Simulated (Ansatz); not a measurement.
Results of BLYP in Ansatz (plane waves, PAW) for α-quartz-type GeO2 (metastable phase).

Numerical settings: plane-wave cutoff 520 eV, 12×12×6 k mesh (along the axes of the cell as run), Fermi–Dirac smearing 0.01 eV, scalar-relativistic PAW data made under PBE.

Computed points:

| V (Å³/atom) | E − E_lowest (meV/atom) | P (GPa) |
|---|---|---|
| 14.393 | 2.89 | 1.589 |
| 14.693 | 0.70 | 0.763 |
| 14.993 | 0.00 | 0.001 |
| 15.293 | 0.66 | -0.704 |
| 15.593 | 2.59 | -1.352 |

Q: Estimate the bulk modulus from the pressures at 14.693 and 15.293 Å³/atom, and compare it with a fit to all energies.

A: B = −V dP/dV. Between V = 14.693 and 15.293 Å³/atom, dP/dV = (-0.704 − (0.763))/(15.293 − 14.693) = -2.45 GPa per Å³/atom; at the midpoint 14.993 Å³/atom this gives B ≈ 36.7 GPa. The third-order Birch–Murnaghan fit gives V0 = 14.994 Å³/atom, B0 = 36.5 GPa, B′ = 2.9, which lies within 1 % of that estimate.

Shape and atoms are relaxed at each volume.

Measured, for comparison: bulk modulus 42 GPa (room temperature, no zero-point or thermal correction, from measured elastic constants; as tabulated in Sevik and Bulutay (2007), arXiv:cond-mat/0610176). Computed (rounded) less measured: bulk modulus -13 %.

Note: the cell is over a tenth larger than the published one: the level's own overestimate first of all, though another phase or state, or a fault of the published cell, is possible; the bulk modulus comes from volumes at which shape and atoms were relaxed.

Static lattice: no zero-point or thermal effects.

Ansatz is a quantum-chemistry and plane-wave program.
